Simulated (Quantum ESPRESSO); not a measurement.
**BaTiO3 in Quantum ESPRESSO: the effect of Hubbard term**

Crystal: BaTiO3.

```xyz
5
Lattice="4.0060 0.0000 0.0000 0.0000 4.0060 0.0000 0.0000 0.0000 4.0060" Properties=species:S:1:pos:R:3 pbc="T T T"
Ti    0.0000    0.0000    0.0000
Ba    2.0030    2.0030    2.0030
O     0.0000    0.0000    2.0030
O     0.0000    2.0030    0.0000
O     2.0030    0.0000    0.0000
```

Alike in all runs:

| Item | Value |
| --- | --- |
| Program | Quantum ESPRESSO 7.5 |
| Task | Hubbard U by linear response |
| Functional | PBE |
| Potentials or basis | GBRV 1.5 PBE |
| Cutoff | 612 eV |
| Density cutoff | 4898 eV |
| k mesh | 4 × 4 × 4 |
| Occupations | fermi-dirac, width 0.05 eV |
| Spin | no spin polarisation |
| Start of the occupations | default |
| Hubbard projectors | ortho-atomic |
| Mixing beta | 0.3 |
| Most SCF iterations | 120 |
| SCF threshold | 1e-09 Ry |
| q mesh | 2 × 2 × 2 |

```tsv
Hubbard term	gap on the mesh (eV)	pressure (GPa)
Ti d U = 0.0001 eV	?	?
Ti d U = 2.0 eV	2.00	3.3
Ti d U = 4.0 eV	2.26	4.0
Ti d U = 6.0 eV	2.55	4.7
Ti d U = 8.0 eV	2.90	5.5
```

Question: What does the run with Hubbard term Ti d U = 0.0001 eV give?

Answer: gap on the mesh 1.77 eV; pressure 2.7 GPa.

Worked out: A parabola through the other rows of the gap on the mesh, of slope 0.0933 eV per eV there, extrapolates to 1.79 eV, against the run's 1.77. A straight line through the other rows of the pressure, of slope 0.365 GPa per eV, extrapolates to 2.6 GPa, against the run's 2.7.

Caveats: spin-orbit coupling is left out, which moves the levels of the heavy elements.

A k mesh can miss the band edges.
